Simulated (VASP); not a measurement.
Method: PBEsol GGA, VASP's PBE PAW potentials (set 64) (plane waves; VASP 6.6.1).

A VASP calculation is set up with these files.

### POSCAR
```
CsBr
1.0
  4.2481745737   0.0000000000   0.0000000000
  0.0000000000   4.2481745737   0.0000000000
  0.0000000000   0.0000000000   4.2481745737
Cs Br
1 1
Cartesian
  0.0000000000   0.0000000000   0.0000000000
  2.1240872869   2.1240872869   2.1240872869
```

KPOINTS:
```
Automatic mesh
0
Gamma
6 6 6
0 0 0
```

INCAR:
```
ALGO = Normal
EDIFF = 1E-6
EDIFFG = -0.02
ENCUT = 500
GGA = PS
IBRION = 2
ISIF = 3
ISMEAR = 0
LASPH = .TRUE.
LCHARG = .FALSE.
LMAXMIX = 4
LREAL = .FALSE.
LWAVE = .FALSE.
NELM = 100
NSW = 40
PREC = Accurate
SIGMA = 0.05
SYSTEM = CsBr
```

POTCAR, in this order: Cs_sv Br (PBE.64 set). Program: vasp_std.

The resulting files:

### OUTCAR
```
 ion  position               nearest neighbor table
   1  0.000  0.000  0.000-
   2  0.500  0.500  0.500-
  LATTYP: Found a simple cubic cell.
 ALAT       =     4.2481745737
 Subroutine PRICEL returns:
 Original cell was already a primitive cell.
 Subroutine GETGRP returns: Found 48 space group operations
The static configuration has the point symmetry O_h .
The dynamic configuration has the point symmetry O_h .
 Subroutine INISYM returns: Found 48 space group operations
 Subroutine IBZKPT returns following result:
 Found     20 irreducible k-points:

 Following reciprocal coordinates:
            Coordinates               Weight
  0.000000  0.000000  0.000000      1.000000
  0.166667  0.000000  0.000000      6.000000
  0.333333  0.000000  0.000000      6.000000
  0.500000  0.000000  0.000000      3.000000
  0.166667  0.166667  0.000000     12.000000
  0.333333  0.166667  0.000000     24.000000
  0.500000  0.166667  0.000000     12.000000
  0.333333  0.333333  0.000000     12.000000
  0.500000  0.333333  0.000000     12.000000
  0.500000  0.500000  0.000000      3.000000
  0.166667  0.166667  0.166667      8.000000
  0.333333  0.166667  0.166667     24.000000
  0.500000  0.166667  0.166667     12.000000
  0.333333  0.333333  0.166667     24.000000
  0.500000  0.333333  0.166667     24.000000
  0.500000  0.500000  0.166667      6.000000
  0.333333  0.333333  0.333333      8.000000
  0.500000  0.333333  0.333333     12.000000
  0.500000  0.500000  0.333333      6.000000
  0.500000  0.500000  0.500000      1.000000
   k-points           NKPTS =     20   k-points in BZ     NKDIM =     20   number of bands    NBANDS=     12
   number of dos      NEDOS =    301   number of ions     NIONS =      2
   total plane-waves  NPLWV =  32768
   dimension x,y,z NGX =    32 NGY =   32 NGZ =   32
...
```

**OSZICAR**
```
       N       E                     dE             d eps       ncg     rms          rms(c)
DAV:   1     0.934005984428E+02    0.93401E+02   -0.64991E+03   480   0.110E+03
DAV:   2     0.105810109957E+00   -0.93295E+02   -0.87297E+02   736   0.175E+02
DAV:   3    -0.652339758949E+01   -0.66292E+01   -0.66081E+01   596   0.546E+01
DAV:   4    -0.658729960222E+01   -0.63902E-01   -0.63868E-01   568   0.622E+00
DAV:   5    -0.658781692074E+01   -0.51732E-03   -0.51727E-03   592   0.567E-01    0.170E+00
DAV:   6    -0.638124068522E+01    0.20658E+00   -0.31452E-01   528   0.294E+00    0.971E-01
DAV:   7    -0.634620942991E+01    0.35031E-01   -0.15068E-01   608   0.206E+00    0.511E-01
DAV:   8    -0.634701147316E+01   -0.80204E-03   -0.88707E-03   548   0.676E-01    0.822E-02
DAV:   9    -0.634721734113E+01   -0.20587E-03   -0.15710E-03   608   0.248E-01    0.635E-02
DAV:  10    -0.634724322236E+01   -0.25881E-04   -0.95448E-05   556   0.776E-02    0.147E-02
DAV:  11    -0.634724808867E+01   -0.48663E-05   -0.34492E-05   572   0.355E-02    0.478E-03
DAV:  12    -0.634724761885E+01    0.46983E-06   -0.60102E-06   556   0.156E-02
   1 F= -.63472476E+01 E0= -.63472476E+01  d E =-.634725E+01
```

**OUTCAR**
```
------------------------ aborting loop because EDIFF is reached ----------------------------------------
  FORCE on cell =-STRESS in cart. coord.  units (eV):
  Direction    XX          YY          ZZ          XY          YZ          ZX
  --------------------------------------------------------------------------------------
  Total       -0.0030494     -0.0030494     -0.0030494     -0.0000000      0.0000000      0.0000000
  in kB       -0.0637254     -0.0637254     -0.0637254     -0.0000000      0.0000000      0.0000000
  external PRESSURE =      -0.0637254 kB  Pullay stress =       0.0000000 kB
  volume of cell :       76.67
      direct lattice vectors                 reciprocal lattice vectors
     4.248174574  0.000000000  0.000000000     0.235395223  0.000000000  0.000000000
     0.000000000  4.248174574  0.000000000     0.000000000  0.235395223  0.000000000
     0.000000000  0.000000000  4.248174574     0.000000000  0.000000000  0.235395223
 POSITION                                       TOTAL-FORCE (eV/Angst)
 -----------------------------------------------------------------------------------
      0.00000      0.00000      0.00000         0.000000      0.000000      0.000000
      2.12409      2.12409      2.12409         0.000000      0.000000      0.000000
 -----------------------------------------------------------------------------------
    total drift:                                0.000000      0.000000     -0.000000
  FREE ENERGIE OF THE ION-ELECTRON SYSTEM (eV)
  ---------------------------------------------------
  free  energy   TOTEN  =        -6.3472476188 eV

  energy  without entropy=       -6.3472476188  energy(sigma->0) =       -6.34724762

 reached required accuracy - stopping structural energy minimisation
```
(Selected blocks of OUTCAR.)

The compound is CsBr in the CsCl type structure. It was relaxed first.
